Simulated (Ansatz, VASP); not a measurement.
## One calculation of FePt (Tetraferroplatinum), two programs

```xyz
2
Lattice="2.6588 0.0000 0.0000 0.0000 2.6588 0.0000 0.0000 0.0000 3.6833" Properties=species:S:1:pos:R:3 pbc="T T T"
Fe    0.0000    0.0000    0.0000
Pt    1.3294    1.3294    1.8417
```

Alike in both runs: functional LDA; k mesh 16 × 16 × 12; occupations gaussian, width 0.1 eV; collinear spin.

Ansatz relaxed the structure, and its values are those at the end. VASP's run is a single point on that final structure, the one shown.

|  | VASP | Ansatz |
| --- | --- | --- |
| version | VASP 6.6.1 | Ansatz 0.2.0 |
| potentials or method | VASP PAW LDA potentials, release 64 (Fe, Pt) | scalar-relativistic, plane waves, PAW |
| plane-wave cutoff (eV) | 520 | 420 |
| valence electrons in the cell | 18 | 34 |

```csv
,VASP,Ansatz,Ansatz less VASP
gap on the k mesh at the Fermi level (eV),none,none,-
pressure (GPa),-0.2,0.0,+0.13
net moment per atom (μB),1.52,1.54,+0.021
size of the moment on the site where the two differ most (μB),2.67,2.74,+0.071
```

Site moments also hang on the region over which each program counts them. A gap of «none» marks a metal or a gap that the smearing closes. The two sets of potentials don't hold the same shells in valence.

Spin-orbit coupling is left out, which matters for the levels of Pt.
